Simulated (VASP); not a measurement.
Ge: band structure with LDA

**Experimental background.**

From “Temperature-dependent photoluminescence in Ge: experiment and theory”, 2020, arxiv:2003.00143, for a bulk crystal of Ge at 0 K: band gap 0.744 eV (indirect).

The system is Ge.

```
CELL_PARAMETERS angstrom
0.00000 2.83700 2.83700
2.83700 0.00000 2.83700
2.83700 2.83700 0.00000
ATOMIC_POSITIONS crystal
Ge 0.00000 0.00000 0.00000
Ge 0.25000 0.25000 0.25000
```

```
Program                : VASP 6.6.1
Task                   : band structure
Functional             : LDA
Potentials or basis    : VASP PAW LDA potentials, release 64 (Ge_d)
Cutoff                 : 520 eV
k mesh                 : 10 × 10 × 10
Occupations            : gaussian, width 0.03 eV
Spin                   : no spin polarisation
Further INCAR settings : ALGO = Normal; EDIFF = 1e-06
```

* Pressure: -1.8 GPa
* Band gap along the path: none (metal or under the smearing width)

Levels at the corners of the path, in eV from the Fermi level:
```tsv
point	band 12	band 13	band 14	band 15	band 16	band 17
Γ	-0.23	-0.01	-0.01	-0.01	2.52	2.52
X	-8.90	-3.05	-3.05	0.67	0.67	9.33
X	-8.90	-3.05	-3.05	0.67	0.67	9.33
W	-8.80	-3.88	-3.88	4.21	4.21	4.64
W	-8.80	-3.88	-3.88	4.21	4.21	4.64
K	-8.31	-4.31	-2.61	1.07	3.99	7.05
K	-8.31	-4.31	-2.61	1.07	3.99	7.05
Γ	-0.23	-0.01	-0.01	-0.01	2.52	2.52
Γ	-0.23	-0.01	-0.01	-0.01	2.52	2.52
L	-7.60	-1.40	-1.40	0.03	3.71	3.71
L	-7.60	-1.40	-1.40	0.03	3.71	3.71
U	-8.31	-4.31	-2.61	1.07	3.99	7.05
U	-8.31	-4.31	-2.61	1.07	3.99	7.05
W	-8.80	-3.88	-3.88	4.21	4.21	4.64
W	-8.80	-3.88	-3.88	4.21	4.21	4.64
L	-7.60	-1.40	-1.40	0.03	3.71	3.71
L	-7.60	-1.40	-1.40	0.03	3.71	3.71
K	-8.31	-4.31	-2.61	1.07	3.99	7.05
U	-8.31	-4.31	-2.61	1.07	3.99	7.05
X	-8.90	-3.05	-3.05	0.67	0.67	9.33
```

Wall time 58 s on 1 thread of Intel(R) Xeon(R) 6975P-C (Granite Rapids) (shared host), peak memory 0.18 GiB.

A measured gap of Ge is 0.744 eV (indirect; 0 K; “Temperature-dependent photoluminescence in Ge: experiment and theory”, 2020, arxiv:2003.00143); the calculated 0.00 eV misses it by -0.74 eV. 3 values of this kind are on record (0.666 to 0.807 eV); this one was drawn at random among those near their median. Spin-orbit coupling on Ge is left out. The value is that of LDA, without temperature or zero-point motion. Semilocal functionals fall short of measured gaps as a rule.

Caveat: this crystal is a semiconductor, whose small gap the functional closes, so the metal is an error of the method.
